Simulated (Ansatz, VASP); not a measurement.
## One calculation of ZrS, two programs

```xyz
2
Lattice="0.0000 2.3307 2.3307 2.3307 0.0000 2.3307 2.3307 2.3307 0.0000" Properties=species:S:1:pos:R:3 pbc="T T T"
Zr    0.0000    0.0000    0.0000
S     2.3307    2.3307    2.3307
```

Change from the starting cell: volume scaled by 0.7, LAPW.

Alike in both runs: task single point; functional PBEsol; k mesh 9 × 9 × 9; occupations fermi-dirac, width 0.03 eV; no spin polarisation.

```csv
,VASP,Ansatz
version,VASP 6.6.1,Ansatz 0.2.0
potentials or method,"VASP PAW PBE potentials, release 64 (Zr_sv, S), cutoff 520 eV","all-electron LAPW, scalar-relativistic"
```

VASP gave:

- pressure (GPa): 89.4

Problem. Which values does Ansatz return?

Solution. Pressure (GPa): 89.1.

Ansatz ran all-electron here, so the differences hold the error of VASP's frozen core and of both bases.

Caveats: the cell as given lies far from equilibrium; so large a pressure means that the cell lies far from this level's equilibrium, or that cutoff or potentials fall short (VASP); the potentials were made for another functional, which shifts forces and pressure (VASP).
